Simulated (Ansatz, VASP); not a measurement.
One calculation of HfB2, two programs

```
CELL_PARAMETERS angstrom
3.14000 0.00000 0.00000
-1.57000 2.71932 0.00000
0.00000 0.00000 3.48000
ATOMIC_POSITIONS crystal
Hf 0.00000 0.00000 0.00000
B 0.66667 0.33333 0.50000
B 0.33333 0.66667 0.50000
```

Alike in both runs: functional PBEsol; k mesh 10 × 10 × 8; occupations fermi-dirac, width 0.05 eV; no spin polarisation; Hubbard terms Hf d U = 6.0 eV.

|  | VASP | Ansatz |
| --- | --- | --- |
| version | VASP 6.6.1 | Ansatz 0.2.0 |
| potentials or method | VASP PAW PBE potentials, release 64 (Hf_pv, B) | Ansatz PAW |
| plane-wave cutoff (eV) | 520 | 420 |
| valence electrons in the cell | 16 | 32 |
| task | single point | projected density of states |

VASP gave:

```
gap on the k mesh at the Fermi level (eV)       : none
pressure (GPa)                                  : 13.5
largest component of the traceless stress (GPa) : 3.46
```

**Question.** Which values does Ansatz return?

**Answer.** gap on the k mesh at the Fermi level (eV): none; pressure (GPa): 2.1; largest component of the traceless stress (GPa): 3.10.

The programs project onto different local orbitals, so the same U acts differently. A gap of «none» marks a metal or a gap that the smearing closes. The two sets of potentials don't hold the same shells in valence.

Caveats: U without spin polarisation on a metal has little footing; the U is typed as a test and isn't derived for this compound; the PAW data sets were made with another functional, which shifts forces and pressure a little (VASP); the PAW data sets come from PBE, with cores solved anew for the run's functional, which leaves a small shift of forces and pressure (Ansatz); the density of states is complete only up to the lowest level of the last band computed (Ansatz). Spin-orbit coupling is left out, which matters for the levels of Hf.
